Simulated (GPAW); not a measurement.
Ce:

```
Ce
1.0
     0.00000    2.58060    2.58060
     2.58060    0.00000    2.58060
     2.58060    2.58060    0.00000
Ce
1
Direct
  0.00000 0.00000 0.00000
```

```yaml
Program: GPAW 26.7.0
Task: single point
Functional: PBE
Potentials_or_basis: GPAW PAW data sets (gpaw-data 1.2.1)
Cutoff: 800 eV
Basis: pw
k_mesh: 9 × 9 × 9
Occupations: fermi-dirac, width 0.05 eV
Spin: collinear spin, ferromagnetic start
Starting_moments: "[1.0] μB"
```

On this cell: pressure -5.0 GPa; net moment 0.88 μB per cell; site moments Ce +0.64 μB; band gap on the k mesh none (metal or under the smearing width).

The same run follows on a disturbed copy (cell strained at random at fixed volume):

```
Ce
1.0
     0.00783    2.56770    2.60949
     2.53908    0.01088    2.60645
     2.56842    2.59400   -0.01847
Ce
1
Cartesian
  -0.0194 -0.0320 -0.0127
```

Problem. What does the disturbed cell give?

Solution. The energy (extrapolated to zero smearing) moves by +1.6 meV/atom; pressure -5.0 GPa; net moment 0.88 μB per cell; site moments Ce +0.65 μB; band gap on the k mesh none (metal or under the smearing width).

Stress tensor (GPa, compression positive):
```
-4.75 -0.35  0.19
-0.35 -4.99  0.13
 0.19  0.13 -5.33
```

Caveats: one-centre terms of the f shell are cut off; the magnetic or orbital state may not be the lowest; spin-orbit coupling is left out, which moves the levels of the heavy elements.
